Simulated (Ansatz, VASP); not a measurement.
# NaB: VASP beside Ansatz

Aim: how closely do two programs agree when they are given the same cell, functional and k mesh? The two relaxations start from unlike cells of this crystal (the structure described is Ansatz's start), so only their ends are compared.

Calculated with Ansatz 0.2.0; plane waves, with VASP 6.6.1 beside it; relaxation of cell and atoms at PBEsol.

## Step 1: Set-up

It takes space group Fddd (No. 70, orthorhombic). Conventional cell: a = 7.502 Å, b = 7.502 Å, c = 10.610 Å, α = 90.00°, β = 90.00°, γ = 90.00°. Nearest to Na lie 6 B at 2.55 to 2.91 Å. B has 1 B at 2.55 Å and 6 Na at 2.55 to 2.91 Å nearest. Farther neighbours are not listed.

As a file:

```cif
data_structure
_symmetry_space_group_name_H-M 'P 1'
_symmetry_Int_Tables_number 1
_cell_length_a 5.3049
_cell_length_b 5.3049
_cell_length_c 6.4972
_cell_angle_alpha 65.905
_cell_angle_beta 65.905
_cell_angle_gamma 90.000
_cell_volume 149.29
loop_
_atom_site_label
_atom_site_type_symbol
_atom_site_fract_x
_atom_site_fract_y
_atom_site_fract_z
_atom_site_occupancy
Na1 Na 0.79486 0.20514 0.50000 1
Na2 Na 0.20514 0.79486 0.50000 1
Na3 Na 0.45514 0.54486 0.00000 1
Na4 Na 0.04486 0.95514 0.00000 1
B5 B 0.57998 0.07998 0.00000 1
B6 B 0.92002 0.42002 0.00000 1
B7 B 0.32998 0.32998 0.50000 1
B8 B 0.67002 0.67002 0.50000 1
```

## Step 2: Ansatz: relaxation of cell and atoms, PBEsol

Ansatz runs on its default PAW (the set named soft_2) files.

The relaxed volume is the usual yardstick between codes: in a stiff, nearly cubic crystal its relative difference is about their pressure difference at one cell divided by the bulk modulus.

The input, input.yaml:

```yaml
crystal:
  lattice:
    - [0.0, 0.0, -5.3049051826]
    - [5.3049051826, 0.0, 0.0]
    - [2.6524525913, -5.3049051826, -2.6524525913]
  atoms:
    - { symbol: Na, position: [0.7948604595, 0.2051395405, 0.5] }
    - { symbol: Na, position: [0.2051395405, 0.7948604595, 0.5] }
    - { symbol: Na, position: [0.4551395405, 0.5448604595, 0.0] }
    - { symbol: Na, position: [0.0448604595, -0.0448604595, 0.0] }
    - { symbol: B, position: [0.5799758062, 0.0799758062, 0.0] }
    - { symbol: B, position: [-0.0799758062, 0.4200241938, 0.0] }
    - { symbol: B, position: [0.3299758062, 0.3299758062, 0.5] }
    - { symbol: B, position: [0.6700241938, 0.6700241938, 0.5] }
kpoints:
  mp_grid: { grid: [8, 8, 8] }
hamiltonian:
  xc: pbesol
scf:
  occupations: { method: methfessel_paxton, width: 0.15 }
output:
  forces: true
  stress: true
  eigenvalues: true
relax:
  adjacent_minimum: "off"
  f_tol: 0.002
  max_steps: 120
  cell: { stress_tol: 0.03 }
```

The run is started by

```console
$ ansatz run input.yaml --threads 4 --pin off --max-ram 7168MiB --backend cpu --events-out ev --progress --plain --runs-dir out
```

Numbers of over 12 decimals in the logs are rounded to 6 here.

What it wrote:

```text
Engine: ansatz 0.2.0, x86_64-unknown-linux-gnu
Pseudopotentials: kind: paw
Pseudopotential: Na, paw, valence charge 9, recommended cutoff 420 eV (normal), Na.paw.azcp
Pseudopotential: B, paw, valence charge 3, recommended cutoff 420 eV (normal), B.paw.azcp
Functional definition: PBEsol
  exchange = pbesol_x
  correlation = pbesol_c
Crystal: 8 atoms, lattice volume = 149.291 Å³
Basis set: ecut = 420 eV, 2913 PW (Γ), exchange–correlation on 72×72×90 points (8 copies of the dense FFT grid, shifted against one another)
Bands: 32, of which v1, the nominal top of the filled ones, is band 24 counted from 1 (23 counted from 0)
Symmetry: 8 space group operations
Space group: Fddd (ITA 70), of the structure as read, at distance tolerance 5.3e-5 Å
k-points: 95 of 512
Non-local potential: Na, projectors of the file, l = 0: 3, l = 1: 2, l = 2: 1
Non-local potential: B, projectors of the file, l = 0: 2, l = 1: 2, l = 2: 1
PAW form: soft (Blöchl's): semilocal exchange-correlation on the pseudo side does not see the compensation charge
PAW frozen core: Na, regenerated for the run's functional, and the local potential with it (the file was generated under x = pbe(κ = 0.804, μ = 0.219515), c = pbe(β = 0.066725))
PAW frozen core: B, regenerated for the run's functional, and the local potential with it (the file was generated under x = pbe(κ = 0.804, μ = 0.219515), c = pbe(β = 0.066725))
PAW one-centre angular grid: Na, 110 points (default); XC on 64 Gauss nodes
PAW one-centre angular grid: B, 110 points (default); XC on 64 Gauss nodes
Initial density: superposition of atomic densities (neutral atoms: chi_scale 0, normalization atom), corrected by the library's trained network
Initial wavefunctions: pseudopotential atomic-orbital guess
Functional: x = pbesol(κ = 0.804, μ = 0.123457), c = pbesol(β = 0.046)
SCF iter   1: F=—  HF=-6500.296622 eV  |F-HF|=—  |Δ(HF+E_count)|=         —  Δρ=6.11e-3  dr2=6.75e-2  ethr=1.77e-3  ⟨swp⟩=6.1  Hψ=11828  notcnv=0
preconditioner: auto → Kerker (q_TF=auto, 2.258 Å⁻¹)  [metal: Δε(μ)=0.003 eV  Ē_g=4.931 eV  σ=0.150 eV  W_gap=0.02  n_scr=30 (ndim 8)  ℏωp=12.2 eV  f_vac=0.000  D(μ)=5.28/eV (n_scr^D=36)]
SCF iter   2: F=—  HF=-6500.280638 eV  |F-HF|=—  |Δ(HF+E_count)|=   1.60e-2  S|Δr|=    0.00e0  Δρ=3.31e-3  dr2=2.36e-2  ethr=1.41e-4  ⟨swp⟩=1.0  Hψ=3800  notcnv=0
SCF iter   3: F=—  HF=-6500.274699 eV  |F-HF|=—  |Δ(HF+E_count)|=   5.94e-3  S|Δr|=    0.00e0  Δρ=5.11e-4  dr2=1.09e-3  ethr=4.91e-5  ⟨swp⟩=2.0  Hψ=3581  notcnv=0
SCF iter   4: F=—  HF=-6500.274485 eV  |F-HF|=—  |Δ(HF+E_count)|=   2.13e-4  S|Δr|=    0.00e0  Δρ=2.45e-4  dr2=1.95e-4  ethr=2.27e-6  ⟨swp⟩=2.0  Hψ=3337  notcnv=0
SCF iter   5: F=—  HF=-6500.274452 eV  |F-HF|=—  |Δ(HF+E_count)|=   3.31e-5  S|Δr|=    0.00e0  Δρ=6.11e-5  dr2=6.82e-6  ethr=4.06e-7  ⟨swp⟩=2.0  Hψ=3451  notcnv=0
SCF iter   6: F=—  HF=-6500.274462 eV  |F-HF|=—  |Δ(HF+E_count)|=   9.83e-6  S|Δr|=    0.00e0  Δρ=1.77e-5  dr2=7.29e-7  ethr=1.42e-8  ⟨swp⟩=3.0  Hψ=5441  notcnv=0
SCF iter   7: F=-6500.274462 eV  HF=-6500.274462 eV  |F-HF|=3.24e-9  |Δ(HF+E_count)|=   1.45e-7  S|Δr|=    0.00e0  Δρ=6.08e-6  dr2=8.58e-8  ethr=2.08e-10  ⟨swp⟩=8.4  Hψ=12374  notcnv=0
SCF 1 converged in 7 iterations: F = -6500.274462 eV  dr2 = 8.58e-8
  greatest PAW one-centre occupation: 0.999 electrons in one spin orbital (limit 2), on the Na atom at site 3 (counted from 0), in its partial waves of l = 0
relax step   1: F+E_penalty+E_count = -6500.27446169 eV  Δ(F+E_penalty+E_count) = +0.000e0 eV  max|allowed force component| = 9.710e-1 eV/Å  Δτ_max = 0.0000 Å  P = -3.148 GPa  Ω = 149.291 Å³  (7 SCF iters, dr2 threshold 1.00e-7 eV, accepted)
[...]
relax step  11: F+E_penalty+E_count = -6505.49915098 eV  Δ(F+E_penalty+E_count) = -4.557e-4 eV  max|allowed force component| = 2.500e-3 eV/Å  Δτ_max = 0.0034 Å  P = +0.017 GPa  Ω = 137.301 Å³  energy of the carried Pulay correction = -1.125e-4 eV  (4 SCF iters, dr2 threshold 1.99e-7 eV, accepted)
[...]
relax step  12: F+E_penalty+E_count = -6505.49915641 eV  Δ(F+E_penalty+E_count) = -5.433e-6 eV  max|allowed force component| = 3.314e-3 eV/Å  Δτ_max = 0.0002 Å  P = +0.007 GPa  Ω = 137.396 Å³  energy of the carried Pulay correction = -1.370e-4 eV  (4 SCF iters, dr2 threshold 1.07e-8 eV, accepted)
[...]
relax step  13: F+E_penalty+E_count = -6505.49915473 eV  Δ(F+E_penalty+E_count) = +1.685e-6 eV  max|allowed force component| = 1.950e-4 eV/Å  Δτ_max = 0.0001 Å  P = -0.000 GPa  Ω = 137.405 Å³  energy of the carried Pulay correction = -1.399e-4 eV  (5 SCF iters, dr2 threshold 6.86e-10 eV, accepted)
[...]
relax step  14: F+E_penalty+E_count = -6505.49929629 eV  Δ(F+E_penalty+E_count) = -1.416e-4 eV  max|allowed force component| = 2.832e-4 eV/Å  Δτ_max = 0.0000 Å  P = +0.001 GPa  Ω = 137.405 Å³  stress off target by 3.31e-3 GPa  SCF on the basis re-selected at this cell (its energy is not comparable with the rows above)  (5 SCF iters)
basis re-selected at this cell: Δ(F+E_penalty+E_count) = -1.416e-4 eV, ΔP = +0.001 GPa vs the last step (what re-selecting the basis moved, of the pressure what is left beyond the Pulay correction that the steps carried, after the strain that the cell walked since its last selection, with what the two solves' SCF thresholds leave and, on support functions, any second-order correction that the steps lacked; it is no m [...]
SCF converged after 5 iterations
Stability not checked: this state was not tested for a lower state beside it, because cold or Methfessel-Paxton smearing, or corrected tetrahedra, fill the levels in a way that the test cannot read (fill_not_monotonic; see scf.lower_state_search)
Free energy (F): -6505.499296 eV
Harris-Foulkes:  -6505.499296 eV  (|F-HF|=1.18e-11)
Internal energy: -6505.501756 eV  (E = F + TS)
E sigma→0 (E₀):  -6505.499911 eV
Entropy (-TS):   0.002460 eV (0.307 meV/atom)
Fermi energy:    3.210470 eV
--- Per-component energies (eV) ---
  E_band       = -857.832098
  E_kinetic    = 648.559465
  E_local      = -5390.610156  (includes V_loc(G=0)·N_el)
  E_nonlocal   = 519.672352
  E_hartree    = 1933.173363
  E_xc         = -270.352120
  E_vxc        = -336.456946  (∫ρ·V_xc dr)
  E_paw        = -1314.849305  (= ΣΔE_a)
  E_vpaw       = -165.343460  (= ΣTr[D̂ρ^β])
  E_aug_tail   = -0.000083  (compensation charges beyond the density's cutoff)
  E_ewald      = -2631.372891
  E_core_change = 0.277619  (= ΣΔE_core)
  E_smearing   = 0.002460  (= −TS)
  E_closure    = 0.000000  (closes the sum)
  Σ components = -6505.499296   (vs F -6505.499296, Δ=0.00e0)
--- Forces (eV/Å), atoms counted from 1 ---
  atom   1  Na     0.00003355     0.00000000     0.00003355
  atom   2  Na    -0.00003355     0.00000000    -0.00003355
  atom   3  Na    -0.00003355    -0.00000000    -0.00003355
  atom   4  Na     0.00003355     0.00000000     0.00003355
  atom   5  B      0.00028323    -0.00000000    -0.00028323
  atom   6  B     -0.00028323    -0.00000000     0.00028323
  atom   7  B      0.00028323     0.00000000    -0.00028323
  atom   8  B     -0.00028323     0.00000000     0.00028323
  max |Σ_I F_I| component: 6.98e-17 eV/Å
--- Stress (GPa, compression-positive) ---
        0.001057      -0.000000       0.002257
       -0.000000       0.000466       0.000000
        0.002257       0.000000       0.001057
  P = ⅓ Tr σ = 0.0009 GPa (0.009 kbar)
--- Band table (eV; the first three rows and the last of 95) ---
  k-point 0: bands = [... 20 lower, 1.2698, 1.4492, 1.9981, 2.9799, 3.2336, 3.5218, 5.2167, 6.5241, ... 4 higher]
  k-point 1: bands = [... 20 lower, 1.2650, 1.4016, 2.1114, 3.0115, 3.2741, 3.6177, 5.2817, 6.4002, ... 4 higher]
  k-point 2: bands = [... 20 lower, 1.2404, 1.3008, 2.3816, 3.1448, 3.3257, 3.8177, 5.4267, 6.0103, ... 4 higher]
  k-point 94: bands = [... 20 lower, 0.6187, 0.6187, 2.5658, 2.5658, 3.9108, 3.9108, 6.6238, 6.6238, ... 4 higher]
--- Relaxed structure (12 steps of the walk, 12 accepted, 2 SCFs on fresh bases) ---
  F+E_penalty+E_count = -6505.49929629 eV   max|allowed force component| = 2.832e-4 eV/Å   (the final SCF, on the basis selected at the relaxed cell)
  cell:  # Å, volume = 137.4050 Å³
    - [-0.808324, 0.0, -5.223196]
    - [5.223196, 0.0, 0.808324]
    - [2.207436, -5.160095, -2.207436]
  atoms:
    - { symbol: Na, position: [0.810366, 0.189634, 0.5] }
    - { symbol: Na, position: [0.189634, 0.810366, 0.5] }
    - { symbol: Na, position: [0.439634, 0.560366, 0] }
    - { symbol: Na, position: [0.060366, -0.060366, 0] }
    - { symbol: B, position: [0.623076, 0.123076, 0] }
    - { symbol: B, position: [-0.123076, 0.376924, 0] }
    - { symbol: B, position: [0.373076, 0.373076, 0.5] }
    - { symbol: B, position: [0.626924, 0.626924, 0.5] }
```

[end of part 1 of 2]

[Lines on the potential files, build, host, timing and source positions are cut from VASP's logs without a mark.]

[Logs are printed without paths, hosts, clocks, repeated set-up lines and the standing remarks that a program may print on its own settings, such as how far it seeks lower states.]

[Hosts, paths, dates, database ids (printed as entryN), source tags and the programs' standing remarks are cut or masked in the printed files.]
